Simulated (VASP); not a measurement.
# SnO2 (Cassiterite): single point with PBEsol

SnO2 (Cassiterite):

```
Sn O
1.0
     4.73800    0.00000    0.00000
     0.00000    4.73800    0.00000
     0.00000    0.00000    3.18650
Sn O
2 4
Direct
  0.50000 0.50000 0.50000
  0.00000 0.00000 0.00000
  0.80710 0.19290 0.50000
  0.69290 0.69290 0.00000
  0.19290 0.80710 0.50000
  0.30710 0.30710 0.00000
```

| Quantity | Value |
| --- | --- |
| Program | VASP 6.6.1 |
| Task | single point |
| Functional | PBEsol |
| Potentials or basis | VASP PAW PBE potentials, release 64 (Sn_d, O) |
| Cutoff | 520 eV |
| k mesh | 6 × 6 × 8 |
| Occupations | fermi-dirac, width 0.05 eV |
| Spin | no spin polarisation |

| Property | Result |
| --- | --- |
| Pressure | 5.4 GPa |
| Largest force | 0.229 eV/Å |
| Band gap on the k mesh | 1.18 eV, direct |

Forces in eV/Å, atoms in the order of the input:
```
Sn   0.000  0.000  0.000
Sn   0.000  0.000  0.000
O   -0.162  0.162  0.000
O    0.162  0.162  0.000
O    0.162 -0.162  0.000
O   -0.162 -0.162  0.000
```

Stress tensor (GPa, compression positive):
```
4.63 0.00 0.00
0.00 4.63 0.00
0.00 0.00 6.92
```

Levels at points of the mesh, in eV from the valence-band top:
```tsv
k point	band 23	band 24	band 25	band 26	band 27	band 28	band 29	band 30
(0.00, 0.00, 0.00)	-1.25	-0.79	-0.79	0.00	1.18	6.03	6.17	6.17
(0.50, 0.00, 0.00)	-1.21	-1.21	-0.65	-0.65	4.36	4.36	6.92	6.92
(0.50, 0.50, 0.00)	-1.33	-1.33	-0.91	-0.91	4.75	4.75	7.38	7.38
(0.00, 0.00, 0.50)	-1.69	-1.69	-1.28	-1.28	6.15	6.15	9.59	9.59
(0.50, 0.00, 0.50)	-1.12	-1.12	-0.71	-0.71	6.43	6.43	7.90	7.90
(0.50, 0.50, 0.50)	-0.99	-0.99	-0.85	-0.85	4.81	4.81	8.69	8.69
```

Run time: 19 s on 2 MPI ranks on Intel(R) Xeon(R) 6975P-C (Granite Rapids) (shared host), peak memory 0.22 GiB a rank.

Caveat: the PAW data sets were made with another functional, which shifts forces and pressure a little; spin-orbit coupling is left out, which moves the levels of the heavy elements. As with any semilocal functional, this PBEsol gap is likely too small.
